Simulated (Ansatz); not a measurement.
Consider ZrO2 in the fluorite structure (space group Fm-3m, No. 225).

```
CELL_PARAMETERS angstrom
      0.00000     2.54457     2.54457
      2.54457     0.00000     2.54457
      2.54457     2.54457     0.00000
ATOMIC_POSITIONS crystal
  Zr 0.00000 0.00000 0.00000
  O  0.25000 0.25000 0.25000
  O  0.75000 0.75000 0.75000
```

Cartesian axes are those of the cell as printed.

Computed with r2SCAN (Ansatz, a quantum-chemistry and plane-wave program; PAW; 500 eV plane waves; no SOC), earlier PAW set.

Before the change:

The band gap comes out as 3.89 eV and the shortest interatomic distance comes out as 2.204 Å.

Perturbation: tensor shear ε_yz = +0.39 % (engineering shear γ = 0.0078); the atoms relax in the strained cell.

Question: Estimate the effect on the band gap.

Answer: The band gap remains 3.89 eV.

Question: How does this affect the stress?

Answer: The stress (xx, yy, zz, yz, xz, xy; compression positive) is (0.00, 0.00, 0.00, -0.55, 0.00, 0.00) GPa.

Question: Predict the new shortest interatomic distance.

Answer: The shortest interatomic distance decreases by 0.0042 Å to 2.199 Å.

Gaps are read on the SCF mesh and a high-symmetry path. Whether these cells are dynamically stable was not tested. This is not the structure that ZrO2 has at room temperature and ambient pressure.
